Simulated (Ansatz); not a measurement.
# FeO (Wuestite): single point with PBEsol

The system is FeO (Wuestite).

```
Fe O
1.0
     0.00000    2.15540    2.15540
     2.15540    0.00000    2.15540
     2.15540    2.15540    0.00000
Fe O
1 1
Direct
  0.01050 0.99977 0.02106
  0.51406 0.51299 0.49061
```

The cell isn't the ideal one: atoms moved at random, drawn with an rms of 0.05 Å.

* Program: Ansatz 0.2.0
* Task: single point
* Functional: PBEsol
* Potentials or basis: Ansatz PAW
* Cutoff: 420 eV (not typed: the program's choice for these potentials)
* k mesh: 11 × 11 × 11
* Occupations: fermi-dirac, width 0.05 eV
* Spin: collinear spin, ferromagnetic start
* Starting moments: [3.0, 0.0] μB

The pressure is -8.1 GPa. The largest force is 0.182 eV/Å and the band gap on the k mesh is none (metal or under the smearing width). The net moment is 4.00 μB per cell, the absolute moment is 4.01 μB per cell and the site moments are Fe +3.40; O +0.32 μB.

Forces on the atoms (eV/Å):
```
Fe  -0.086 -0.137  0.083
O    0.086  0.137 -0.083
```

Stress tensor (GPa, compression positive):
```
-8.23 -0.14  0.08
-0.14 -7.71  0.13
 0.08  0.13 -8.25
```

Levels at points of the mesh, in eV from the Fermi level:
Spin up:
```tsv
k point	band 10	band 11	band 12	band 13	band 14	band 15	band 16	band 17
(0.00, 0.00, 0.00)	-3.80	-3.53	-3.42	-3.33	-0.10	14.94	16.76	16.76
```
Spin down:
```
           k point  band 7  band 8  band 9  band 10  band 11  band 12
(0.00, 0.00, 0.00)   -3.39   -3.38   -0.73    -0.71    -0.66     0.17
```

Run time: 34 s on 2 threads of Arm Neoverse V2, on a shared host, peak memory 0.72 GiB.

Caveat: the pressure holds a Pulay correction of +0.7 GPa for the finite cutoff; a cell with one magnetic atom can't hold antiferromagnetic order, which such compounds often take; semilocal functionals often make such compounds metallic where correlation or magnetic order opens a gap, which also shifts bond lengths; the PAW data sets come from PBE, with cores solved anew for the run's functional, which leaves a small shift of forces and pressure.
